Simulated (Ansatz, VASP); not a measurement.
SnTe in VASP and in Ansatz

```
Sn Te
1.0
     0.00000    3.06181    3.20385
     3.06181    0.00000    3.20385
     3.06181    3.06181    0.00000
Sn Te
1 1
Direct
  0.00000 0.00000 0.00000
  0.50000 0.50000 0.50000
```

Change from the starting cell: strain -0.030 along x and y, +0.015 along z, atoms carried along.

Alike in both runs: task single point; functional PBE; k mesh 10 × 10 × 10; occupations gaussian, width 0.03 eV; no spin polarisation.

```csv
,VASP,Ansatz
version,VASP 6.6.1,Ansatz 0.2.0
potentials or method,"VASP PAW PBE potentials, release 64 (Sn_d, Te)","scalar-relativistic, plane waves, PAW"
plane-wave cutoff (eV),520,420
valence electrons in the cell,20,30
```

```csv
,VASP,Ansatz,Ansatz less VASP
gap on the k mesh at the Fermi level (eV),0.19,0.19,+0.003
least direct gap on the mesh (eV),0.37,0.37,-0.001
pressure (GPa),4.8,4.8,+0.02
largest component of the traceless stress (GPa),4.48,4.47,-0.008
```

With one functional, cell and mesh, what is left measures potentials, basis and numerics. The two sets of potentials don't hold the same shells in valence.

Caveats: spin-orbit coupling is left out, which moves the levels of the heavy elements.
